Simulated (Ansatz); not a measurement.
Compressing Ag: a fit and a missing row

Ag, Fm-3m, a = 4.147 Å. Ansatz: PBE, PAW, 420 eV, Γ-centred 18×18×18 mesh on 1 atom, Gaussian smearing 0.10 eV; no spin polarisation. Symmetry fixes shape and atoms, so the cell is only scaled; pressure is positive in compression.

| V (Å³/atom) | P (GPa) |
| --- | --- |
| 15.692 | ? |
| 16.227 | 11.43 |
| 16.762 | 6.83 |
| 17.297 | 3.07 |
| 17.832 | 0.01 |
| 18.367 | -2.48 |
| 18.902 | -4.49 |
| 19.615 | -6.59 |

Q: Take V0 = 17.832 Å³/atom, count pressures from its P0 = 0.01 GPa, fit the third-order Birch–Murnaghan form to the other rows, and predict the missing pressure.

A: With the Eulerian strain f = ½[(V0/V)^(2/3) − 1] and y = (P − P0)/[3f(1 + 2f)^(5/2)], the form is the line y = B0 + 1.5 B0 (B0′ − 4) f. Rows (f, y): 0.03245, 100.2; 0.02106, 97.4; 0.01026, 94.5; -0.00976, 89.3; -0.01905, 86.8; -0.03078, 83.8. Means f = 0.0006967, y = 92.000; Σ(Δf)² = 0.003004, ΣΔfΔy = 0.7833; the slope is their ratio. y = 91.82 + 260.7 f GPa, so B0 = 91.8 GPa and B0′ = 4 + 2 × (260.7)/(3 × 91.82) = 5.89. At V = 15.692, f = 0.04448, y = 103.42 and P = 17.09 GPa. The run gave 17.05 GPa, so the fit is 0.04 GPa too high, a small miss on the scale of the series.